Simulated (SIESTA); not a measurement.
Here is a SIESTA 5.4.2 calculation.

Contents of Ta.fdf:

```
SystemName                      Ta
SystemLabel                     Ta
NumberOfSpecies                 1
NumberOfAtoms                   1
%block ChemicalSpeciesLabel
  1  73 Ta
%endblock ChemicalSpeciesLabel
%include structure.fdf

%block kgrid.MonkhorstPack
   11   0   0  0.0
    0  11   0  0.0
    0   0  11  0.0
%endblock kgrid.MonkhorstPack
XC.Functional                   GGA
XC.Authors                      PBE
PAO.BasisSize                   DZP
PAO.EnergyShift                 0.003 Ry
Mesh.Cutoff                     800 Ry
OccupationFunction              FD
ElectronicTemperature           0.05 eV
MaxSCFIterations                120
SCF.MustConverge                false
SCF.Mixer.Method                Pulay
SCF.Mixer.Weight                0.25
SCF.Mixer.History               8
SCF.DM.Tolerance                5.0e-05
SCF.H.Tolerance                 1.0e-03 eV
WriteForces                     true
Charge.Mulliken                 end
MD.TypeOfRun                    Broyden
MD.Steps                        40
MD.MaxForceTol                  0.04 eV/Ang
MD.MaxDispl                     0.1 Ang
WriteCoorStep                   true
AtomCoorFormatOut               Fractional
MD.VariableCell                 true
MD.MaxStressTol                 0.1 GPa
%block PAO.Basis
  Ta 5
  n=5 0 2
    3.138 0.000
  n=6 0 2
    7.733 0.000
  n=5 1 2
    3.782 0.000
  n=6 1 1
    7.733
  n=5 2 2
    7.181 0.000
%endblock PAO.Basis
```

File structure.fdf:

```
LatticeConstant                 1.0 Ang
%block LatticeVectors
    -1.6512800000     1.6512800000     1.6512800000
     1.6512800000    -1.6512800000     1.6512800000
     1.6512800000     1.6512800000    -1.6512800000
%endblock LatticeVectors
AtomicCoordinatesFormat         Fractional
%block AtomicCoordinatesAndAtomicSpecies
     0.0000000000     0.0000000000     0.0000000000  1  Ta
%endblock AtomicCoordinatesAndAtomicSpecies
```

Potentials or basis: PseudoDojo 0.5 standard (PBE files), DZP (energy shift 0.003 Ry; two zetas on semicore shells).

The run is started by

```bash
$ siesta < Ta.fdf > Ta.out 2>&1
```

(1) Predict the space group after relaxing (to 0.05 Å).

(2) Predict the relaxed volume.

(3) What does it give for the relaxed cell?

(4) What does it give for the band gap on the k mesh?

## Answers

(1) Im-3m (No. 229).

(2) 18.28 Å³/atom.

(3) a = 2.874 Å, b = 2.874 Å, c = 2.874 Å, α = 109.47°, β = 109.47°, γ = 109.47°.

(4) none (metal or under the smearing width).

Caveat: short orbitals over semicore shells can move pressures by several GPa; the basis of atomic orbitals isn't converged, which shifts pressures, moduli and gaps.
